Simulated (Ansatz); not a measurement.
A crystal relaxed with r2SCAN in Ansatz 0.2.0 has space group F-43m (No. 216) and a = 6.577 Å.

```
atom  site       x       y       z
  Xx    4a  0.0000  0.0000  0.0000
   I    4d  0.2500  0.2500  0.7500
```

The r2SCAN gap is direct at Γ: 1.82 eV. HSE06 gives a direct gap of 2.51 eV at Γ. Meshes: r2SCAN 6×6×6, HSE06 4×4×4. r2SCAN's ε∞ is 4.6 in all directions.

Q: Which element is Xx?
A. Cu
B. Ag
C. Li
D. Au

A: B. Xx is Ag: AgI in the zincblende structure. Ag has 4 I at 2.85 Å; I has 4 Ag at 2.85 Å.

Calculated for a static, non-magnetic cell.

No spin-orbit coupling is included; it can move band edges with weight on the heavy atoms by tenths of an eV.

The meshes of the hybrids are coarse, so their gaps aren't converged to the digits shown.
